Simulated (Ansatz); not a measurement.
The calculation used Ansatz, DFT PBE, scalar-relativistic, plane waves, PAW. All cells share a 420 eV cutoff and Γ-centred k meshes spaced at most about 0.3 Å⁻¹ (about 0.25 or finer for metals, 2π included). No spin polarisation.

All energies are static (0 K, no zero-point motion).

Two relaxed structures of GaH:

1.

Space group P2_1/m (No. 11). a = 2.605 Å, b = 3.895 Å, c = 5.213 Å, α = 90.00°, β = 104.03°, γ = 90.00°
| atom | site | symmetry | x | y | z |
| --- | --- | --- | --- | --- | --- |
| Ga | 2e | m | 0.6101 | 0.2500 | 0.2267 |
| H | 2e | m | 0.4315 | 0.2500 | 0.8615 |

2.

Space group P4/mmm (No. 123). a = 2.686 Å, b = 2.686 Å, c = 3.568 Å, α = 90.00°, β = 90.00°, γ = 90.00°
| atom | site | symmetry | x | y | z |
| --- | --- | --- | --- | --- | --- |
| Ga | 1d | 4/mmm | 0.5000 | 0.5000 | 0.5000 |
| H | 1c | 4/mmm | 0.5000 | 0.5000 | 0.0000 |

Question: Which form is favoured at zero pressure, and by what margin per atom?

Answer: Cell 1 is lower, by 37 meV/atom. Cell 1 has space group P2_1/m (No. 11), 12.8 Å³/atom and no gap on its mesh; cell 2 has space group P4/mmm (No. 123), 12.9 Å³/atom and no gap. Counting H atoms around Ga (those within 1.25 times the shortest such distance or 1.15 times the sum of covalent radii), cell 1 has Ga 3 and cell 2 has Ga 2. Even the lower one lies +0.28 eV/atom against the reference forms of the elements (uncorrected), so neither is stable at this level. In cell 1, Ga has 1 H at 1.85 Å and 2 H at 2.00 Å; H is surrounded by 1 Ga at 1.85 Å and 2 Ga at 2.00 Å. In cell 2, around Ga lie 2 H at 1.78 Å; H has 2 Ga at 1.78 Å. Both come from invented guesses. The lowest form computed isn't among them: it has space group P6/mmm (No. 191), 11.9 Å³/atom and lies 66 meV/atom below the best shown.

Weakly bound directions are ill-defined at this level, which has no dispersion term (P2_1/m), and this can change margins and order among such cells. With hydrogen, zero-point motion can shift such differences by 10 meV/atom or more. Cells relaxed within their symmetry can be saddle points. Some types were kept out of the candidates beforehand, so the set may lack a known form.
